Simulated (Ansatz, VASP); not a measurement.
## Ti: VASP beside Ansatz

```
Ti
1.0
    -1.69023    1.69023    1.64100
     1.69023   -1.69023    1.64100
     1.69023    1.69023   -1.64100
Ti
1
Direct
  0.00000 0.00000 0.00000
```

Change from the starting cell: strain +0.030 along x and y, +0.000 along z, atoms carried along.

Alike in both runs: task single point; functional r2SCAN; k mesh 20 × 20 × 20; occupations gaussian, width 0.15 eV; no spin polarisation.

```csv
,VASP,Ansatz
version,VASP 6.6.1,Ansatz 0.2.0
potentials or method,"VASP PAW PBE potentials, release 64 (Ti_sv)","scalar-relativistic, plane waves, PAW"
plane-wave cutoff (eV),520,500
valence electrons in the cell,12,12
```

Ansatz gave:

- gap on the k mesh at the Fermi level (eV): none
- pressure (GPa): -8.2
- largest component of the traceless stress (GPa): 0.91

Problem. What did VASP give for the same quantities?

Solution. gap on the k mesh at the Fermi level (eV): none; pressure (GPa): -7.9; largest component of the traceless stress (GPa): 0.91.

A gap of «none» marks a metal or a gap that the smearing closes.

Caveats: the PAW data sets were made with another functional, which shifts forces and pressure a little (VASP).
